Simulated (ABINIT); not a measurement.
The system is GaAs.

```
As Ga
1.0
     0.00000    2.82685    2.82685
     2.82685    0.00000    2.82685
     2.82685    2.82685    0.00000
As Ga
1 1
Direct
  0.75000 0.75000 0.75000
  0.00000 0.00000 0.00000
```

Base run:

| Property | Result |
| --- | --- |
| Program | ABINIT 10.8.3 (patched build) |
| Functional | WC |
| Potentials or basis | JTH PAW PBE v2.0 sp |
| Cutoff | 463 eV |
| k mesh | 8 × 8 × 8 |
| Occupations | fermi-dirac, width 0.05 eV |
| Spin | no spin polarisation |

Its results: band gap on the k mesh 0.41 eV, direct; pressure 0.3 GPa.

Task: After a change of settings the same cell gave: band gap on the k mesh 0.37 eV, direct; pressure 6.9 GPa. Which change was it?
A. potentials or basis from JTH PAW PBE v2.0 sp to JTH PAW PBE v2.0; valence electrons from 18 to 28
B. functional from WC to LDA; potentials or basis from JTH PAW PBE v2.0 sp to JTH PAW LDA v2.0; valence electrons from 18 to 28
C. functional from WC to BLYP
D. functional from WC to PW91

Result: C.

BLYP binds less tightly than WC, so the same cell stands under more pressure.

Caveats: the PAW data sets were made with another functional, which shifts forces and pressure a little; this set keeps more shells in the core, which shifts pressures and gaps.
